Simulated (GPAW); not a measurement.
Wanted: an ASE script for a GPAW 26.7.0 run.

```yaml
Task: relaxation of cell and atoms
Functional: PBEsol
Potentials_or_basis: PAW data sets generated in the run's folder for this functional
Cutoff: 600 eV
Basis: pw
k_mesh: 8 × 8 × 8
Occupations: fermi-dirac, width 0.05 eV
Spin: no spin polarisation
Target_pressure: 20 GPa
Maxiter: 150
Optimizer: BFGS
Fmax: 0.02 eV/Å
Max_steps: 60
Target_pressure: 20 GPa
Convergence: density=1e-05 forces=0.0001
```

The system is Ca.

```
Ca
1.0
    -2.24000    2.24000    2.24000
     2.24000   -2.24000    2.24000
     2.24000    2.24000   -2.24000
Ca
1
Direct
  0.00000 0.00000 0.00000
```

This isn't the form of Ca at room conditions, which is fcc.

The input as run:

run.py

```python
from ase import Atoms
from ase.filters import FrechetCellFilter
from ase.io import write
from ase.optimize import BFGS
from ase.units import GPa
from gpaw import GPAW, PW, setup_paths

setup_paths.insert(0, '.')

atoms = Atoms(['Ca'],
              cell=[[-2.24, 2.24, 2.24],
                    [2.24, -2.24, 2.24],
                    [2.24, 2.24, -2.24]],
              scaled_positions=[[0.0, 0.0, 0.0]],
              pbc=True)

calc = GPAW(mode=PW(600),
            xc='PBEsol',
            kpts={'size': (8, 8, 8), 'gamma': True},
            occupations={'name': 'fermi-dirac', 'width': 0.05},
            nbands=12,
            convergence={'density': 1e-05, 'forces': 0.0001},
            maxiter=150,
            txt='gpaw.txt')
atoms.calc = calc
opt = BFGS(FrechetCellFilter(atoms, scalar_pressure=20 * GPa), trajectory='relax.traj', logfile='-')
done = opt.run(fmax=0.02, steps=60)
calc.write('gs.gpw')
write('result.traj', atoms)
print('Converged:', done)
print('Cell:', atoms.cell.cellpar().round(4))
print('Volume:', round(atoms.get_volume(), 4))
print(atoms.get_scaled_positions().round(5))
```

Potentials or basis: PAW data sets generated in the run's folder for this functional, pw.

Launch:

```sh
$ gpaw-setup -f PBEsol Ca
$ OMP_NUM_THREADS=1 python run.py
```

Results of the run:

```
Relaxed volume                                         : 24.08 Å³/atom
Relaxed cell                                           : a = 3.151 Å, b = 3.151 Å, c = 3.151 Å, α = 109.47°, β = 109.47°, γ = 109.47°
Space group after relaxing (to 0.05 Å)                 : Im-3m (No. 229)
Energy change on relaxing (the enthalpy is what falls) : +701.8 meV/atom
Ionic steps                                            : 4
Pressure after relaxing                                : 19.9 GPa
Band gap on the k mesh                                 : none (metal or under the smearing width)
```

Caveat: later steps reuse the first step's grids; the volume moved by over 15 % at a fixed basis, so the end points are rough.

Wall time 36 s on 1 thread of Arm Neoverse V1, on a shared host, peak memory 0.15 GiB.
